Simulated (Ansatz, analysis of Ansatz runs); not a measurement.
# A defect in a sheet: C_As in monolayer As, part 3 of 3

We look for the structure, spin, formation energy and gap states of neutral C_As in monolayer As. Model: a cell of 18 host atoms with 1 As taken out and 1 C put in.

Ansatz 0.2.0; plane-wave PAW DFT, PBE; supercells relaxed in a periodic cell with vacuum, the primitive cell and the final single points with the Coulomb interaction cut along the normal.

So far. Step 4 (Band edges against the vacuum level): The band edges were searched for over the zone, on the density of this mesh. The valence top lies 5.35 eV and the conduction bottom 3.73 eV below the vacuum level: a gap of 1.62 eV. Step 5 (Relaxing the neutral defect): With the common shift of the atoms taken out, the largest displacement is 0.86 Å, and the sheet with its defect is 0.10 Å thicker than the perfect one.

## (6) Energies and states on the vacuum scale

Level of this step: plane-wave PAW DFT, PBE, Coulomb cut-off along the normal; single point of a defect in a monolayer on the structure relaxed with PBE (Ansatz).

Single points with the cut-off give energies without the images along the normal, and levels against the vacuum; the images in the plane remain.

The cell differs from the one that the last finished run ended in (c 15.000 → 30.000 Å).

Contents of q0_M1.point.pbe/input.yaml:

```yaml
crystal:
  lattice:
    - [10.81644602, 0.0, 0.0]
    - [-5.40822301, 9.36731703, 0.0]
    - [0.0, 0.0, 30.0]
  atoms:
    - { symbol: As, position: [1.694e-05, -0.00086723, 0.47968968] }
    - { symbol: As, position: [0.11420223, 0.22915366, 0.52438973] }
[... 6 atom lines left out ...]
    - { symbol: As, position: [0.34157598, 0.35095485, 0.47710492] }
    - { symbol: C, position: [0.44415288, 0.55584738, 0.49446198] }
    - { symbol: As, position: [0.34156064, 0.65790509, 0.4768213] }
[... 4 atom lines left out ...]
    - { symbol: As, position: [0.76996277, 0.55264881, 0.52420448] }
    - { symbol: As, position: [0.64864967, 0.65797664, 0.47667207] }
    - { symbol: As, position: [0.76965657, 0.88434798, 0.52429379] }
  periodic: [true, true, false]
basis:
  ecutwfc: 420
  xc_grid: 2
hamiltonian:
  xc: pbe
kpoints:
  mp_grid: { grid: [2, 2, 1] }
magnetization:
  spin_polarized: true
  initial_magnetization: 1
  spin_locking: { lock_magnetization: hard }
scf:
  occupations: { method: fixed }
  max_iter: 60
output:
  forces: true
  eigenvalues: true
  eigenstates: { localisation: true }
  populations: true
  band_densities: [{ bands: [v1, v1] }, { bands: [c1, c1] }]
  write_density: true
  write_potential: true
  volumetric_format: npy
checkpoint:
  write: "../q0_M1.point.pbe.run"
  compress: false
  write_wavefunctions: false
  write_every: 100000
```

On the command line:

```bash
ansatz run input.yaml --threads 4 --pin off --max-ram 10362MiB --backend cpu --events-out ev --progress --plain --runs-dir out
```

Numbers of over 12 decimals in the logs are rounded to 6 here.

What it wrote:

```text
[...]
Crystal: 18 atoms, lattice volume = 3039.632 Å³
Basis set: ecut = 420 eV, 59321 PW (Γ), exchange–correlation on 150×150×432 points (8 copies of the dense FFT grid, shifted against one another)
Bands: 156, of which v1, the nominal top of the filled ones, is band 130 counted from 1 (129 counted from 0)
Symmetry: 1 space group operations
[...]
k-points: 4
[...]
Starting moments: Σ|m| = 1 μB on 18 of 18 sites
[...]
SCF iter   1: F=—  HF=-82803.430397 eV  |F-HF|=—  |Δ(HF+E_count)|=         —  Δρ=8.24e-3 (↑8.24e-3 ↓6.91e-3)  dr2=9.46e0  dr2_m=1.09e-1  M=1.000 μB ∫|m|=1.007 μB  β_m=0.30  ethr=3.10e-3  ⟨swp⟩=6.2  Hψ=4174  notcnv=0  defer=184
[...]
SCF iter  17: F=-82801.923081 eV  HF=-82801.923081 eV  |F-HF|=2.91e-10  |Δ(HF+E_count)|=   3.58e-9  Δρ=1.16e-7 (↑1.03e-7 ↓1.16e-7)  dr2=3.63e-10  dr2_m=2.48e-10  M=1.000 μB ∫|m|=1.182 μB  ethr=1.27e-12  ⟨swp⟩=8.0  Hψ=5724  notcnv=0
SCF 1 converged in 17 iterations: F = -82801.923081 eV  dr2 = 3.63e-10
[...]
WARN: The output density's exchange-correlation potential varies sharply where the density is thin. Do not read a vacuum level from v_tot or v_xc, or from such a field of the output density. [...]
SCF converged after 17 iterations
Stability checked in part: among states of this total moment the steps that led to this state did not find it unstable. No probe was made; neither looks for a lower state of another moment (fixed_total_moment; see scf.lower_state_search)
the last check of whether an eigenvalue changes by more than its tolerance under the output density was not made (no_room)
Magnetization: 1.0000 μB (130.0000 up, 129.0000 down)
Absolute magnetization: 1.1857 μB (∫|ρ↑−ρ↓|, with the PAW one-centre terms)
[...]
Per-site moments (μB) at R_I (Å): [(-0.00380884, 1.031288), (0.028306, 1.026768), (0.00341406, 1.026768), [... 15 left out ...]
Free energy (F): -82801.923081 eV
[...]
Internal energy: -82801.923081 eV  (E = F + TS)
E sigma→0 (E₀):  -82801.923081 eV
Fermi energy:    -4.805005 (↑ -4.805005, ↓ -5.487647) eV
[...]
--- Forces (eV/Å), atoms counted from 1 ---
  atom   1  As     0.00089603     0.00126443     0.00475318
  atom   2  As     0.00475607     0.00888648    -0.00296134
  atom   3  As     0.00175588    -0.00195832     0.00357970
  atom   4  As     0.00500328    -0.00289885    -0.00248540
  atom   5  As     0.00041427     0.00160136     0.00388944
  atom   6  As    -0.00100587    -0.00194627    -0.00160602
  atom   7  As     0.00011451     0.00078135     0.00566478
  atom   8  As    -0.00474958     0.00164640    -0.00338576
  atom   9  As     0.00130438    -0.00561310    -0.00763079
  atom  10  C     -0.01111729    -0.02305133    -0.00091942
  atom  11  As    -0.00036228     0.00449199     0.00287953
  atom  12  As    -0.01176661     0.00571853    -0.00652385
  atom  13  As    -0.00158814     0.00307804    -0.00202057
  atom  14  As     0.00048355     0.00136699     0.00750566
  atom  15  As    -0.00090092    -0.00398882     0.00090105
  atom  16  As     0.00492561    -0.00001491    -0.00333109
  atom  17  As    -0.00076568     0.00174913     0.00838176
  atom  18  As     0.01260283     0.00888704    -0.00668576
  max |Σ_I F_I| component: 5.10e-6 eV/Å
--- Band table (eV; the first three rows and the last of 8) ---
[...]
[... further k-points left out ...]
  ° read free of the cell's end (the report's vacuum.weakly_bound_levels)
--- Löwdin populations: 18 sites ---
  site symbol       q [e]    m [muB]
     0     As     14.9602    -0.0070
     1     As     14.9548     0.0564
     2     As     14.9460     0.0085
     3     As     14.9548     0.0552
     4     As     14.9599    -0.0069
     5     As     14.9501     0.0045
     6     As     14.9603    -0.0071
     7     As     14.9546     0.0567
     8     As     14.7580     0.0127
     9      C      4.5523     0.5737
    10     As     14.7574     0.0120
    11     As     14.9544     0.0561
    12     As     14.9461     0.0083
    13     As     14.9571     0.0102
    14     As     14.9461     0.0084
    15     As     14.9547     0.0548
    16     As     14.7569     0.0116
    17     As     14.9544     0.0556
  spilling = 0.003173 (of n_electrons = 259.000000)
--- Band densities, each state counted as filled ---
  window                                       electrons  max residual (eV)  cut levels
  bands: [v1, v1]                    1.000000 + 1.000000             4.0e-4           0
  bands: [c1, c1]                    1.000000 + 1.000000             3.4e-4           0
```

It took 2.3 min on 4 threads of Arm Neoverse V2, shared host; peak memory 8.8 GiB.

With the cut-off the largest force on the relaxed structure is 0.026 eV/Å, so the structure stays at rest.

From eigenstates.tsv, first k-point; energies on the run's zero. The participation number counts the atoms that a state is spread over, of 18; bands count from 0.

| spin | band | energy (eV) | occupation | participation | largest share on | share |
| --- | --- | --- | --- | --- | --- | --- |
| down | 123 | -6.099 | 1.00 | 11.6 | As13 | 0.16 |
| down | 124 | -5.934 | 1.00 | 10.3 | As6 | 0.19 |
| down | 125 | -5.861 | 1.00 | 10.5 | As17 | 0.19 |
| down | 126 | -5.855 | 1.00 | 10.4 | As9 | 0.21 |
| down | 127 | -5.488 | 1.00 | 16.5 | As4 | 0.09 |
| down | 128 | -5.488 | 1.00 | 16.5 | As12 | 0.08 |
| down | 129 | -4.725 | 0.00 | 8.2 | C10 | 0.28 |
| down | 130 | -3.820 | 0.00 | 12.5 | As16 | 0.12 |
| down | 131 | -3.813 | 0.00 | 12.5 | As8 | 0.12 |
| down | 132 | -3.802 | 0.00 | 14.2 | As5 | 0.11 |
| down | 133 | -3.602 | 0.00 | 12.1 | As6 | 0.11 |
| up | 124 | -5.981 | 1.00 | 8.1 | As6 | 0.24 |
| up | 125 | -5.918 | 1.00 | 10.9 | As17 | 0.18 |
| up | 126 | -5.913 | 1.00 | 10.8 | As9 | 0.20 |
| up | 127 | -5.521 | 1.00 | 16.3 | As4 | 0.09 |
| up | 128 | -5.520 | 1.00 | 16.3 | As12 | 0.08 |
| up | 129 | -5.219 | 1.00 | 8.3 | C10 | 0.28 |
| up | 130 | -3.905 | 0.00 | 13.6 | As7 | 0.10 |
| up | 131 | -3.858 | 0.00 | 12.4 | As16 | 0.12 |
| up | 132 | -3.852 | 0.00 | 12.4 | As8 | 0.12 |
| up | 133 | -3.615 | 0.00 | 12.1 | As6 | 0.11 |
| up | 134 | -3.612 | 0.00 | 12.2 | As5 | 0.11 |

Under PBE at the first k-point of a 2×2×1 Γ-centred mesh, the highest filled state is spin up, spread over 8 of 18 atoms, and the lowest empty one, 0.49 eV above it, is spin down, spread over 8 of 18 atoms.

Valence electrons by atom (Löwdin), nearest atoms first, with the excess over far atoms of the same element, which can also hold differences between inequivalent host sites (the log counts sites from 0):

| atom | distance from the centre (Å) | electrons | excess |
| --- | --- | --- | --- |
| C10 | 0.86 | 4.552 | - |
| As9 | 2.36 | 14.758 | -0.195 |
| As17 | 2.37 | 14.757 | -0.196 |
| As11 | 2.37 | 14.757 | -0.196 |
| As16 | 3.54 | 14.955 | 0.001 |
| As18 | 3.54 | 14.954 | 0.001 |
| As8 | 3.54 | 14.955 | 0.001 |
| As12 | 3.54 | 14.954 | 0.001 |

The largest moments in the atoms' spheres: C10 0.33, As8 0.03, As2 0.03, As12 0.03, As18 0.03, As4 0.03 μB.

Spin density in the ca plane at fractional y = 0.556, through the centre, with atoms of As and C within 0.45 Å of it.

Ten even steps from '0' (0.00 e/Å³) to '9' (0.38 e/Å³), each cell a mean:
```
00000000000000000000000000000000000000000000
00000000000000000000000000000000000000000000
00000000000000000000000000000000000000000000
00000000000000000000000000000000000000000000
00000000000000000000000000000000000000000000
00000000000000000000000000000000000000000000
00000000000000000000000000000000000000000000
00000000000000000000000000000000000000000000
00000000000000000000000000000000000000000000
00000000000000000000000000000000000000000000
00000000000000000000000000000000000000000000
00000000000000000010011000000000000000000000
00000000000000000255583100000000000000000000
00000000000000000267693100000000000000000000
00000000000000000111021000000000000000000000
00000000000000000000000000000000000000000000
00000000000000000000000000000000000000000000
00000000000000000000000000000000000000000000
00000000000000000000000000000000000000000000
00000000000000000000000000000000000000000000
00000000000000000000000000000000000000000000
00000000000000000000000000000000000000000000
00000000000000000000000000000000000000000000
00000000000000000000000000000000000000000000
```
Columns run along c (16.0 Å, from fractional 0.26 to 0.79 of the cell), rows up along a (10.8 Å). Atoms in or near the plane, at fractional coordinates: As at (0.52, 0.11), C at (0.49, 0.44), As at (0.52, 0.77).

Electrostatic potential energy in the ca plane at fractional y = 0.556, through the centre, with atoms of As and C within 0.45 Å of it. With pseudopotentials it is smooth inside the atoms' cores, unlike the true potential.

Ten even steps from '0' (-17 eV) to '9' (0 eV), each cell a mean:
```
99999999999999998644578889999999999999999999
99999999999999997533578899999999999999999999
99999999999999998766666678999999999999999999
99999999999999999886300037999999999999999999
99999999999999999985037504899999999999999999
99999999999999999984069813899999999999999999
99999999999999999886103115899999999999999999
99999999999999998766532368999999999999999999
99999999999999987423577889999999999999999999
99999999999999986201578999999999999999999999
99999999999999987533679999999999999999999999
99999999999999998742258999999999999999999999
99999999999999998710006999999999999999999999
99999999999999999600006999999999999999999999
99999999999999998741038999999999999999999999
99999999999999987534579999999999999999999999
99999999999999986301578999999999999999999999
99999999999999987412578899999999999999999999
99999999999999998766644578999999999999999999
99999999999999999886201026999999999999999999
99999999999999999984059704899999999999999999
99999999999999999984059704899999999999999999
99999999999999999886201026999999999999999999
99999999999999998766644578999999999999999999
```
Columns run along c (16.0 Å, from fractional 0.26 to 0.79 of the cell; values clipped at the 3rd and 97th percentile), rows up along a (10.8 Å). Atoms in or near the plane, at fractional coordinates: As at (0.52, 0.11), C at (0.49, 0.44), As at (0.52, 0.77).

Valence density in the ca plane at fractional y = 0.556, through the centre, with atoms of As and C within 0.45 Å of it. It is the smooth field of the valence electrons, not physical close to the nuclei.

Ten steps, logarithmic in the rise over the least value, from '0' (0 e/Å³) to '9' (24 e/Å³), each cell a mean:
```
00000000000000000111110000000000000000000000
00000000000000000111110000000000000000000000
00000000000000000111111100000000000000000000
00000000000000000011234321000000000000000000
00000000000000000001368742000000000000000000
00000000000000000001379852000000000000000000
00000000000000000011256531000000000000000000
00000000000000000111222210000000000000000000
00000000000000001121111000000000000000000000
00000000000000001122110000000000000000000000
00000000000000001122110000000000000000000000
00000000000000000123321000000000000000000000
00000000000000000134432000000000000000000000
00000000000000000134432000000000000000000000
00000000000000000123321000000000000000000000
00000000000000001122210000000000000000000000
00000000000000001122110000000000000000000000
00000000000000001122110000000000000000000000
00000000000000000111111110000000000000000000
00000000000000000011235421000000000000000000
00000000000000000001379842000000000000000000
00000000000000000001379842000000000000000000
00000000000000000011245421000000000000000000
00000000000000000111111110000000000000000000
```
Columns run along c (16.0 Å, from fractional 0.26 to 0.79 of the cell), rows up along a (10.8 Å). Atoms in or near the plane, at fractional coordinates: As at (0.52, 0.11), C at (0.49, 0.44), As at (0.52, 0.77).

Formation energy from total energies, with As (grey arsenic (A7)) and C (diamond) as references:

| total moment (μB) | formation energy (eV) |
| --- | --- |
| 1 | 2.96 |
| 3 | 4.61 |

## (7) Results

| Quantity | Value |
| --- | --- |
| valence top of the perfect sheet below vacuum | 5.35 eV |
| gap of the perfect sheet (PBE) | 1.62 eV |
| largest displacement, common shift taken out | 0.86 Å |
| atoms nearest to the centre | C 0.86, As 2.36, As 2.37, As 2.37, As 3.54, As 3.54, As 3.54, As 3.54, As 3.55, As 3.55 Å |
| formation energy, elements as references (PBE) | 2.96 eV |
| moment of the lowest state among those obtained | 1 μB |

In words: Under PBE the neutral defect costs 2.96 eV against the perfect sheet and the elements' reference phases, lowest with the moment held at 1 μB; the state with 3 μB lies 1.64 eV higher. Keep in mind: the images lie 10.8 Å apart in the plane; semilocal functionals make the gap too small and spread bound carriers; Kohn–Sham levels are not transition levels, and excitons, strong in sheets, are left out; a free-standing sheet, no substrate.

[Logs are printed without paths, hosts, clocks, repeated set-up lines and the standing remarks that a program may print on its own settings, such as how far it seeks lower states.]

[Hosts, paths, dates, database ids (printed as entryN), source tags and the programs' standing remarks are cut or masked in the printed files.]

[Maps of the electrostatic potential energy from Ansatz leave out the sawtooth potential of an applied field or a dipole correction, so their vacuum need not be flat.]
